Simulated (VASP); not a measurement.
# BeS in VASP: one cell, several levels of theory

Aim: gap, levels, forces and stress of zincblende BeS, under -3.8 % strain along z alone at fixed geometry. Runs: PBE, r2SCAN.

The runs shown are made with VASP 6.6.1. PAW datasets, plane waves. The values are computed, spin-unpolarised, and not measurements.

## (1) The structure to begin with

The cell comes from an earlier relaxation with r2SCAN in another program, then strained, with the atoms relaxed again.

The symmetry is I-4m2 (No. 119, tetragonal); conventional cell a = 3.443 Å, c = 4.686 Å, 13.88 Å³ an atom. Be has 4 S at 2.08 Å; S has 4 Be at 2.08 Å.

Coordinates:

```
CELL_PARAMETERS angstrom
0.00000 2.43431 2.34302
2.43431 0.00000 2.34302
2.43431 2.43431 0.00000
ATOMIC_POSITIONS crystal
Be 0.00000 0.00000 0.00000
S 0.25000 0.25000 0.25000
```

## (2) PBE

File INCAR:

```
ENCUT = 520.000000
SIGMA = 0.020000
EDIFF = 1.00e-07
GGA = PE
PREC = Accurate
IBRION = -1
ISIF = 2
ISMEAR = -1
NBANDS = 11
NELM = 120
NSW = 0
LASPH = .TRUE.
LCHARG = .FALSE.
LWAVE = .FALSE.
LREAL = .FALSE.
```

File KPOINTS:

```
KPOINTS created by Atomic Simulation Environment
0
Gamma
10 10 10
0 0 0
```

File KPOINTS_OPT:

```
special points
7
Reciprocal
0.0000000000 0.0000000000 0.0000000000 1
-0.5000000000 -0.5000000000 0.0000000000 1
-0.3750000000 -0.3750000000 0.2500000000 1
-0.3750000000 0.0000000000 0.3750000000 1
0.0000000000 0.0000000000 0.5000000000 1
-0.5000000000 -0.2500000000 0.2500000000 1
-0.0375000000 0.0000000000 0.0375000000 1
```

File POSCAR:

```
Be S
 1.0000000000000000
     0.0000000000000000    2.4343062303999998    2.3430197467000000
     2.4343062303999998    0.0000000000000000    2.3430197467000000
     2.4343062303999998    2.4343062303999998    0.0000000000000000
 Be  S
   1   1
Cartesian
  0.0000000000000000  0.0000000000000000  0.0000000000000000
  1.2171531151999999  1.2171531151999999  1.1715098733500000
```

The run uses the recommended PBE PAW datasets (8 valence electrons a neutral cell).

Started as:

```
$ mpirun -np 1 vasp_std
```

Printed to the terminal (iteration lines stand in OSZICAR):

```text
POSCAR found type information on POSCAR BeS
 POSCAR found :  2 types and       2 ions
 LDA part: xc-table for (Slater+PW92), standard interpolation
 POSCAR, INCAR and KPOINTS ok, starting setup
 FFT: planning ... GRIDC
 FFT: planning ... GRID_SOFT
 FFT: planning ... GRID
 WAVECAR not read
 entering main loop
 Start KPOINTS_OPT (optional k-point list driver)
k-point batch [1-7\7]
```

OSZICAR:

```text
N       E                     dE             d eps       ncg     rms          rms(c)
DAV:   1     0.204735061166E+02    0.20474E+02   -0.39020E+03  2252   0.625E+02
DAV:   2    -0.902758367322E+01   -0.29501E+02   -0.28365E+02  2964   0.118E+02
DAV:   3    -0.101722760647E+02   -0.11447E+01   -0.11425E+01  2902   0.231E+01
DAV:   4    -0.101787016646E+02   -0.64256E-02   -0.64244E-02  2778   0.201E+00
DAV:   5    -0.101787544734E+02   -0.52809E-04   -0.52808E-04  2936   0.179E-01    0.589E+00
DAV:   6    -0.100337550606E+02    0.14500E+00   -0.11460E-01  2644   0.167E+00    0.400E+00
DAV:   7    -0.998814056358E+01    0.45614E-01   -0.12909E-01  2791   0.190E+00    0.976E-01
DAV:   8    -0.998925425908E+01   -0.11137E-02   -0.66447E-03  2876   0.431E-01    0.153E-01
DAV:   9    -0.998933985858E+01   -0.85599E-04   -0.49336E-04  2746   0.142E-01    0.325E-02
DAV:  10    -0.998936914466E+01   -0.29286E-04   -0.59053E-05  2782   0.419E-02    0.101E-02
DAV:  11    -0.998937575076E+01   -0.66061E-05   -0.16251E-05  2678   0.219E-02    0.822E-03
DAV:  12    -0.998937597885E+01   -0.22809E-06   -0.35762E-07  2810   0.429E-03    0.287E-03
DAV:  13    -0.998937612180E+01   -0.14295E-06   -0.11415E-07  2594   0.178E-03    0.318E-03
DAV:  14    -0.998937607224E+01    0.49561E-07   -0.86848E-09  1332   0.485E-04
   1 F= -.99893761E+01 E0= -.99893761E+01  d E =-.160862E-10
       N       E                     dE             ncg
DAV:   1     0.104604339695E+04   -0.15493E+04      154
DAV:   2     0.838459206179E+03   -0.20758E+03      224
DAV:   3     0.831568890425E+03   -0.68903E+01      187
DAV:   4     0.831527147546E+03   -0.41743E-01      213
DAV:   5     0.831526920984E+03   -0.22656E-03      198
DAV:   6     0.831526919034E+03   -0.19505E-05      208
DAV:   7     0.831526919002E+03   -0.31899E-07      192
```

The lines after F= are the extra pass for the points of KPOINTS_OPT, at fixed density; their E is not a total energy.

Parts of OUTCAR:

```text
k-points           NKPTS =    102   k-points in BZ     NKDIM =    102   number of bands    NBANDS=     11

   NELECT =       8.0000    total number of electrons

   dimension x,y,z NGX =    28 NGY =   28 NGZ =   28
   dimension x,y,z NGXF=    56 NGYF=   56 NGZF=   56

  energy-cutoff  :      520.00
  volume of cell :       27.77
      direct lattice vectors                 reciprocal lattice vectors
     0.000000000  2.434306230  2.343019747    -0.205397330  0.205397330  0.213399823
     2.434306230  0.000000000  2.343019747     0.205397330 -0.205397330  0.213399823
     2.434306230  2.434306230  0.000000000     0.205397330  0.205397330 -0.213399823

 k-points in reciprocal lattice and weights: KPOINTS created by Atomic Simulation Env
   0.00000000  0.00000000  0.00000000       0.001
   0.10000000 -0.00000000  0.00000000       0.008
   0.20000000 -0.00000000  0.00000000       0.008
   0.30000000  0.00000000  0.00000000       0.008
   0.40000000  0.00000000  0.00000000       0.008
   0.50000000  0.00000000  0.00000000       0.004
   0.10000000  0.10000000  0.00000000       0.002
   0.20000000  0.10000000  0.00000000       0.008
[... 94 more k-points ...]

 E-fermi :   4.9392

 k-point     1 :       0.0000    0.0000    0.0000
  band No.  band energies     occupation
      1      -9.4179      2.00000
      2       4.3929      2.00000
      3       4.3929      2.00000
      4       4.5861      2.00000
      5      10.0914      0.00000
      6      10.1419      0.00000
      7      10.1419      0.00000
      8      10.5649      0.00000
      9      16.9003      0.00000
     10      17.7019      0.00000
     11      19.5436      0.00000

 k-point     2 :       0.1000   -0.0000    0.0000
  band No.  band energies     occupation
      1      -9.2994      2.00000
      2       3.6065      2.00000
      3       4.2399      2.00000
      4       4.4038      2.00000
      5      10.1035      0.00000
      6      10.3806      0.00000
      7      10.3858      0.00000
      8      11.4189      0.00000
      9      16.4475      0.00000
     10      17.1136      0.00000
     11      19.4087      0.00000

 k-point     3 :       0.2000   -0.0000    0.0000
  band No.  band energies     occupation
      1      -8.9605      2.00000
      2       1.9318      2.00000
      3       3.8944      2.00000
      4       4.1157      2.00000
      5      10.0748      0.00000
      6      10.8399      0.00000
      7      10.9141      0.00000
      8      13.1084      0.00000
      9      16.0913      0.00000
     10      16.4876      0.00000
     11      19.0516      0.00000

 k-point     4 :       0.3000    0.0000    0.0000
  band No.  band energies     occupation
      1      -8.4637      2.00000
      2       0.2553      2.00000
      3       3.5424      2.00000
      4       3.8276      2.00000
      5      10.0206      0.00000
      6      11.0124      0.00000
      7      11.2750      0.00000
      8      14.6603      0.00000
      9      16.7431      0.00000
     10      16.7719      0.00000
     11      18.8724      0.00000

 k-point     5 :       0.4000    0.0000    0.0000
  band No.  band energies     occupation
      1      -7.9609      2.00000
      2      -1.0112      2.00000
      3       3.2987      2.00000
      4       3.6294      2.00000
      5       9.9636      0.00000
      6      10.9114      0.00000
      7      11.3182      0.00000
      8      15.5657      0.00000
      9      18.0317      0.00000
     10      18.3383      0.00000
     11      19.3473      0.00000

 k-point     6 :       0.5000    0.0000    0.0000
  band No.  band energies     occupation
      1      -7.7303      2.00000
      2      -1.5037      2.00000
      3       3.2130      2.00000
      4       3.5601      2.00000
      5       9.9384      0.00000
      6      10.8390      0.00000
      7      11.2906      0.00000
      8      15.8039      0.00000
      9      19.1958      0.00000
     10      19.7329      0.00000
     11      19.9830      0.00000

 k-point     7 :       0.1000    0.1000    0.0000
  band No.  band energies     occupation
      1      -9.2511      2.00000
      2       3.9045      2.00000
      3       3.9530      2.00000
      4       3.9530      2.00000
      5       9.7471      0.00000
      6      10.8018      0.00000
      7      10.8018      0.00000
      8      11.3948      0.00000
      9      16.3342      0.00000
     10      17.1349      0.00000
     11      19.9515      0.00000

[... the tables of k-points 8 to 102 left out ...]

  Total        0.5418087      0.5418087      1.1506266      0.0000000      0.0000000      0.0000000
  in kB       31.2608070     31.2608070     66.3878524      0.0000000      0.0000000      0.0000000
  external PRESSURE =      42.9698222 kB  Pullay stress =       0.0000000 kB

 POSITION                                       TOTAL-FORCE (eV/Angst)
 -----------------------------------------------------------------------------------
      0.00000      0.00000      0.00000        -0.000000      0.000000      0.000000
      1.21715      1.21715      1.17151         0.000000     -0.000000      0.000000
 -----------------------------------------------------------------------------------
    total drift:                                0.000000      0.000000      0.000000

  FREE ENERGIE OF THE ION-ELECTRON SYSTEM (eV)
  ---------------------------------------------------
  free  energy   TOTEN  =        -9.9893760722 eV

  energy  without entropy=       -9.9893760722  energy(sigma->0) =       -9.98937607
```

It took 14 s on 1 MPI rank of Intel Xeon 6975P-C, shared host; peak memory 0.18 GiB.

The levels at the points of KPOINTS_OPT are read from vasprun.xml.

Levels at the named points, in eV from the top of band v (v: the last filled band by count, c: the next):

```csv
point,v−1,v,c,c+1
Γ,-0.19,0.00,5.51,5.56
X,-3.07,-3.07,2.72,4.52
U,-4.39,-2.61,3.97,7.09
K,-4.36,-2.29,4.33,7.61
L,-1.37,-1.03,5.35,6.25
W,-4.09,-3.59,6.20,7.76
```

PBE gives an indirect gap of 2.72 eV, from Γ to X; the least direct gap is 5.51 eV. Pressure: 4.30 GPa; the forces vanish within 0.01 eV/Å.

## (3) Single point with r2SCAN

File INCAR:

```
ENCUT = 520.000000
SIGMA = 0.010000
EDIFF = 1.00e-07
ALGO = Normal
METAGGA = R2SCAN
PREC = Accurate
IBRION = -1
ISIF = 2
ISMEAR = 0
NBANDS = 11
NELM = 120
NSW = 0
LASPH = .TRUE.
LCHARG = .FALSE.
LWAVE = .FALSE.
LREAL = .FALSE.
```

KPOINTS is that of step 2.

KPOINTS_OPT is that of step 2.

POSCAR is that of step 2.

Started as:

```
$ mpirun -np 1 vasp_std
```

Printed to the terminal (iteration lines stand in OSZICAR):

```text
POSCAR found type information on POSCAR BeS
 POSCAR found :  2 types and       2 ions
 -----------------------------------------------------------------------------
|                                                                             |
|                                                                             |
|     You enforced a specific xc type in the INCAR file but a different       |
|     I HOPE YOU KNOW WHAT YOU ARE DOING!                                     |
|                                                                             |
 -----------------------------------------------------------------------------

 LDA part: xc-table for (None), standard interpolation
 POSCAR, INCAR and KPOINTS ok, starting setup
 FFT: planning ... GRIDC
 FFT: planning ... GRID_SOFT
 FFT: planning ... GRID
 WAVECAR not read
 entering main loop
 Start KPOINTS_OPT (optional k-point list driver)
k-point batch [1-7\7]
```

OSZICAR:

```text
N       E                     dE             d eps       ncg     rms          rms(c)
DAV:   1     0.152728612929E+02    0.15273E+02   -0.40260E+03  2252   0.642E+02
DAV:   2    -0.151232614578E+02   -0.30396E+02   -0.29219E+02  2934   0.121E+02
DAV:   3    -0.163047062335E+02   -0.11814E+01   -0.11792E+01  2904   0.239E+01
DAV:   4    -0.163111902582E+02   -0.64840E-02   -0.64827E-02  2805   0.205E+00
DAV:   5    -0.163112414376E+02   -0.51179E-04   -0.51179E-04  2927   0.180E-01    0.611E+00
DAV:   6    -0.147593809061E+02    0.15519E+01   -0.31501E-01  2435   0.394E+00    0.520E+00
DAV:   7    -0.147622082827E+02   -0.28274E-02   -0.14471E-01  2697   0.242E+00    0.956E-01
DAV:   8    -0.147626826975E+02   -0.47441E-03   -0.47675E-03  2944   0.422E-01    0.373E-01
DAV:   9    -0.147631365413E+02   -0.45384E-03   -0.43718E-04  2810   0.159E-01    0.600E-02
DAV:  10    -0.147632095948E+02   -0.73054E-04   -0.97855E-05  2491   0.970E-02    0.424E-02
DAV:  11    -0.147632105743E+02   -0.97950E-06   -0.15812E-06  3034   0.855E-03    0.227E-02
DAV:  12    -0.147632117988E+02   -0.12244E-05   -0.19544E-07  2600   0.324E-03    0.200E-03
DAV:  13    -0.147632119513E+02   -0.15254E-06   -0.60648E-09  1596   0.723E-04    0.425E-04
DAV:  14    -0.147632119037E+02    0.47571E-07   -0.13989E-09  1311   0.343E-04
   1 F= -.14763212E+02 E0= -.14763212E+02  d E =-.470771E-50
       N       E                     dE             ncg
DAV:   1     0.103350547479E+04   -0.15618E+04      154
DAV:   2     0.816362536097E+03   -0.21714E+03      221
DAV:   3     0.809359494431E+03   -0.70030E+01      190
DAV:   4     0.809317894630E+03   -0.41600E-01      210
DAV:   5     0.809317669699E+03   -0.22493E-03      198
DAV:   6     0.809317667967E+03   -0.17323E-05      216
DAV:   7     0.809317667943E+03   -0.23237E-07      195
```

From OUTCAR:

```text
k-points           NKPTS =    102   k-points in BZ     NKDIM =    102   number of bands    NBANDS=     11

   NELECT =       8.0000    total number of electrons

   dimension x,y,z NGX =    28 NGY =   28 NGZ =   28
   dimension x,y,z NGXF=    56 NGYF=   56 NGZF=   56

  energy-cutoff  :      520.00
  volume of cell :       27.77
      direct lattice vectors                 reciprocal lattice vectors
     0.000000000  2.434306230  2.343019747    -0.205397330  0.205397330  0.213399823
     2.434306230  0.000000000  2.343019747     0.205397330 -0.205397330  0.213399823
     2.434306230  2.434306230  0.000000000     0.205397330  0.205397330 -0.213399823

 k-points in reciprocal lattice and weights: KPOINTS created by Atomic Simulation Env
   0.00000000  0.00000000  0.00000000       0.001
   0.10000000 -0.00000000  0.00000000       0.008
   0.20000000 -0.00000000  0.00000000       0.008
   0.30000000  0.00000000  0.00000000       0.008
   0.40000000  0.00000000  0.00000000       0.008
   0.50000000  0.00000000  0.00000000       0.004
   0.10000000  0.10000000  0.00000000       0.002
   0.20000000  0.10000000  0.00000000       0.008
[... 94 more k-points ...]

 E-fermi :   4.4886

 k-point     1 :       0.0000    0.0000    0.0000
  band No.  band energies     occupation
      1     -10.2340      2.00000
      2       4.1850      2.00000
      3       4.1850      2.00000
      4       4.3867      2.00000
      5      10.4776      0.00000
      6      10.5153      0.00000
      7      10.5153      0.00000
      8      11.1785      0.00000
      9      17.2877      0.00000
     10      18.1189      0.00000
     11      20.3905      0.00000

 k-point     2 :       0.1000   -0.0000    0.0000
  band No.  band energies     occupation
      1     -10.1102      2.00000
      2       3.3955      2.00000
      3       4.0300      2.00000
      4       4.2017      2.00000
      5      10.5270      0.00000
      6      10.7693      0.00000
      7      10.7779      0.00000
      8      11.9883      0.00000
      9      16.8466      0.00000
     10      17.5409      0.00000
     11      20.2589      0.00000

 k-point     3 :       0.2000   -0.0000    0.0000
  band No.  band energies     occupation
      1      -9.7565      2.00000
      2       1.6779      2.00000
      3       3.6771      2.00000
      4       3.9095      2.00000
      5      10.5087      0.00000
      6      11.2389      0.00000
      7      11.3305      0.00000
      8      13.7146      0.00000
      9      16.5053      0.00000
     10      16.9136      0.00000
     11      19.8714      0.00000

 k-point     4 :       0.3000    0.0000    0.0000
  band No.  band energies     occupation
      1      -9.2387      2.00000
      2      -0.0594      2.00000
      3       3.3145      2.00000
      4       3.6148      2.00000
      5      10.4447      0.00000
      6      11.3997      0.00000
      7      11.6923      0.00000
      8      15.3229      0.00000
      9      17.2200      0.00000
     10      17.2378      0.00000
     11      19.6780      0.00000

 k-point     5 :       0.4000    0.0000    0.0000
  band No.  band energies     occupation
      1      -8.7161      2.00000
      2      -1.3754      2.00000
      3       3.0621      2.00000
      4       3.4109      2.00000
      5      10.3770      0.00000
      6      11.2753      0.00000
      7      11.7175      0.00000
      8      16.2379      0.00000
      9      18.5824      0.00000
     10      18.9083      0.00000
     11      20.2041      0.00000

 k-point     6 :       0.5000    0.0000    0.0000
  band No.  band energies     occupation
      1      -8.4771      2.00000
      2      -1.8869      2.00000
      3       2.9731      2.00000
      4       3.3393      2.00000
      5      10.3473      0.00000
      6      11.1935      0.00000
      7      11.6813      0.00000
      8      16.4673      0.00000
      9      19.7967      0.00000
     10      20.3366      0.00000
     11      20.8746      0.00000

 k-point     7 :       0.1000    0.1000    0.0000
  band No.  band energies     occupation
      1     -10.0597      2.00000
      2       3.7056      2.00000
      3       3.7394      2.00000
      4       3.7394      2.00000
      5      10.1358      0.00000
      6      11.2003      0.00000
      7      11.2003      0.00000
      8      11.9862      0.00000
      9      16.7708      0.00000
     10      17.5340      0.00000
     11      20.8083      0.00000

[... the tables of k-points 8 to 102 left out ...]

  Total        0.5317071      0.5317071      1.1584714      0.0000000     -0.0000000      0.0000000
  in kB       30.6779730     30.6779730     66.8404737      0.0000000     -0.0000000      0.0000000
  external PRESSURE =      42.7321399 kB  Pullay stress =       0.0000000 kB

 POSITION                                       TOTAL-FORCE (eV/Angst)
 -----------------------------------------------------------------------------------
      0.00000      0.00000      0.00000        -0.000000      0.000000     -0.000000
      1.21715      1.21715      1.17151         0.000000     -0.000000      0.000000
 -----------------------------------------------------------------------------------
    total drift:                                0.000000      0.000000      0.000000

  FREE ENERGIE OF THE ION-ELECTRON SYSTEM (eV)
  ---------------------------------------------------
  free  energy   TOTEN  =       -14.7632119037 eV

  energy  without entropy=      -14.7632119037  energy(sigma->0) =      -14.76321190
```

It took 62 s on 1 MPI rank of Intel Xeon 6975P-C, shared host; peak memory 0.19 GiB.

The levels at the points of KPOINTS_OPT are read from vasprun.xml.

Levels at the named points, in eV from the top of band v (v: the last filled band by count, c: the next):

```csv
point,v−1,v,c,c+1
Γ,-0.20,0.00,6.09,6.13
X,-3.16,-3.16,3.17,4.98
U,-4.50,-2.68,4.44,7.65
K,-4.47,-2.35,4.82,8.19
L,-1.41,-1.05,5.96,6.81
W,-4.21,-3.66,6.69,8.36
```

r2SCAN gives an indirect gap of 3.17 eV, from Γ to X; the least direct gap is 6.09 eV. Pressure: 4.27 GPa; the forces vanish within 0.01 eV/Å.

## (4) What came out

```
 level  gap (eV)  pressure (GPa)
   PBE      2.72            4.30
r2SCAN      3.17            4.27
```

**Reading.** The gap runs from 2.72 eV (PBE) to 3.17 eV (r2SCAN).
